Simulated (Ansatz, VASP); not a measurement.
**One calculation of Zn, two programs**

The input INCAR:

```
  ALGO = Normal
  EDIFF = 1E-7
  ENCUT = 520
  GGA = PE
  ISIF = 2
  ISMEAR = 0
  LASPH = T
  LCHARG = T
  LELF = T
  LREAL = F
  LVHAR = T
  LWAVE = F
  NBANDS = 12
  NELM = 80
  PREC = Accurate
  SIGMA = 0.1
```

File KPOINTS:

```
k-points
0
Gamma
  18 18 18
```

Contents of POSCAR:

```
Zn
1.0
    0.0000000000      1.9445596826      1.9445596826
    1.9445596826      0.0000000000      1.9445596826
    1.9445596826      1.9445596826      0.0000000000
Zn
1
Direct
    0.0000000000      0.0000000000      0.0000000000
```

Input for Ansatz:

```yaml
crystal:
  lattice:
    - [0.0, 1.9445596826, 1.9445596826]
    - [1.9445596826, 0.0, 1.9445596826]
    - [1.9445596826, 1.9445596826, 0.0]
  atoms:
    - { symbol: Zn, position: [0.0, 0.0, 0.0] }
basis:
  ecutwfc: 420
kpoints:
  mp_grid: { grid: [18, 18, 18] }
hamiltonian:
  xc: pbe
scf:
  occupations: { method: gaussian, width: 0.1 }
output:
  forces: true
  stress: true
  eigenvalues: true
```

Alike in both runs: task single point; functional PBE; k mesh 18 × 18 × 18; occupations gaussian, width 0.1 eV; no spin polarisation.

|  | VASP | Ansatz |
| --- | --- | --- |
| version | VASP 6.6.1 | Ansatz 0.2.0 |
| potentials or method | VASP PAW PBE potentials, release 64 (Zn) | scalar-relativistic, plane waves, PAW |
| plane-wave cutoff (eV) | 520 | 420 |
| valence electrons in the cell | 12 | 12 |

```tsv
	VASP	Ansatz	Ansatz less VASP
gap on the k mesh at the Fermi level (eV)	none	none	-
pressure (GPa)	2.6	2.2	-0.37
```

A gap of «none» marks a metal or a gap that the smearing closes.
